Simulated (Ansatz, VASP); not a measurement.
## Pd in VASP and in Ansatz

Contents of INCAR:

```
SYSTEM = Pd
ALGO = Normal
EDIFF = 1E-7
EDIFFG = -0.01
ENCUT = 600
GGA = PS
IBRION = 2
ISIF = 3
ISMEAR = 0
LASPH = .TRUE.
LCHARG = .FALSE.
LREAL = .FALSE.
LWAVE = .FALSE.
NELM = 100
NSW = 100
PREC = Accurate
SIGMA = 0.1
```

Contents of KPOINTS:

```
k-points
0
G
  24 24 24
  0 0 0
```

The input POSCAR:

```
Pd
1.0
   -1.5432746588      1.5432746588      1.5432746588
    1.5432746588     -1.5432746588      1.5432746588
    1.5432746588      1.5432746588     -1.5432746588
Pd
1
Direct
    0.0000000000      0.0000000000      0.0000000000
```

Input for Ansatz:

```yaml
crystal:
  lattice:
    - [-1.5432746588, 1.5432746588, 1.5432746588]
    - [1.5432746588, -1.5432746588, 1.5432746588]
    - [1.5432746588, 1.5432746588, -1.5432746588]
  atoms:
    - { symbol: Pd, position: [0.0, 0.0, 0.0] }
basis:
  ecutwfc: 420
kpoints:
  mp_grid: { grid: [24, 24, 24] }
hamiltonian:
  xc: pbesol
scf:
  occupations: { method: gaussian, width: 0.1 }
output:
  forces: true
  stress: true
  eigenvalues: true
relax:
  adjacent_minimum: "off"
  f_tol: 0.01
  max_steps: 80
  cell: { stress_tol: 0.05 }
```

Alike in both runs: task relaxation of cell and atoms; functional PBEsol; k mesh 24 × 24 × 24; occupations gaussian, width 0.1 eV; no spin polarisation.

```csv
,VASP,Ansatz
version,VASP 6.6.1,Ansatz 0.2.0
potentials or method,"VASP PAW PBE potentials, release 64 (Pd)","scalar-relativistic, plane waves, PAW"
plane-wave cutoff (eV),600,420
valence electrons in the cell,10,18
```

|  | VASP | Ansatz | Ansatz less VASP |
| --- | --- | --- | --- |
| gap on the k mesh at the Fermi level, each at its own relaxed structure (eV) | none | none | - |
| relaxed volume (Å³/atom) | 14.64 | 14.67 | +0.030 |
| relaxed cell length with the largest relative difference (Å) | 2.669 | 2.671 | +0.0018 |

A gap of «none» marks a metal or a gap that the smearing closes. The two sets of potentials don't hold the same shells in valence.

Caveats: the PAW data sets were made with another functional, which shifts forces and pressure a little (VASP).
